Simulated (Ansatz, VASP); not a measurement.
Two plane-wave programs on Ta

```
Ta
1.0
    -1.62896    1.62896    1.62896
     1.62896   -1.62896    1.62896
     1.62896    1.62896   -1.62896
Ta
1
Direct
  0.00000 0.00000 0.00000
```

Alike in both runs: task single point; functional r2SCAN; dispersion rVV10; k mesh 11 × 11 × 11; no spin polarisation.

```csv
,VASP,Ansatz
version,VASP 6.6.1,Ansatz 0.2.0
potentials or method,"VASP PAW PBE potentials, release 64 (Ta_pv)",Ansatz PAW
plane-wave cutoff (eV),520,500
occupations,"methfessel-paxton of order 1, width 0.05 eV","cold, width 0.05 eV"
valence electrons in the cell,11,13
```

VASP gave:

```
gap on the k mesh at the Fermi level (eV) : none
pressure (GPa)                            : 7.8
```

**Question.** Estimate Ansatz's values.

**Answer.** gap on the k mesh at the Fermi level (eV): none; pressure (GPa): 6.3.

A gap of «none» marks a metal or a gap that the smearing closes. The two sets of potentials don't hold the same shells in valence.

Caveats: the PAW data sets were made with another functional, which shifts forces and pressure a little (VASP); the PAW data sets come from PBE, with cores solved anew for the run's functional, which leaves a small shift of forces and pressure (Ansatz). Spin-orbit coupling is left out, which matters for the levels of Ta.
